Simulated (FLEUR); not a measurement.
**CdS (Greenockite) under changes of volume**

One of the cells (25.121 Å³/atom); the others are scaled copies at fixed shape and fractional positions:

```xyz
4
Lattice="4.1500 0.0000 0.0000 -2.0750 3.5940 0.0000 0.0000 0.0000 6.7370" Properties=species:S:1:pos:R:3 pbc="T T T"
Cd    2.0750    1.1980    3.3685
Cd    0.0000    2.3960    0.0000
S     2.0750    1.1980    5.8949
S     0.0000    2.3960    2.5264
```

| Property | Result |
| --- | --- |
| Program | FLEUR MaX-R8.1 (later development tree) |
| Functional | PBEsol |
| Potentials or basis | all-electron |
| Basis | FLAPW |
| Kmax | 5.33 1/bohr |
| k mesh | 7 × 7 × 4 |
| Occupations | fermi-dirac, width 0.05 eV |
| Spin | no spin polarisation |

```csv
volume (Å³/atom),energy over the lowest point (meV/atom),gap on the mesh (eV)
23.614,10.25,1.19
24.116,?,?
24.618,0.00,1.10
25.121,1.11,1.06
25.623,5.78,1.01
26.126,13.63,0.97
```

**Question.** What does the run at 24.116 Å³/atom give?

**Answer.** Energy over the lowest point 2.89 meV/atom; gap on the mesh 1.15 eV.

Worked out: A Birch-Murnaghan fit of order 3 (a polynomial in V^(-2/3)) to the other rows has its minimum at 24.72 Å³/atom with B0 = V·E''(V) = 61 GPa and B' = 4.7 at fixed shape and positions, which overstates the stiffness. It gives 2.88 meV/atom at 24.116 Å³/atom, against the run's 2.89. A straight line through the other rows of the gap, of slope -2.18 eV per unit of ln V (its deformation potential), gives 1.15 eV, against the run's 1.15.

Energies are extrapolated to zero smearing.

Spin-orbit coupling on Cd is left out.
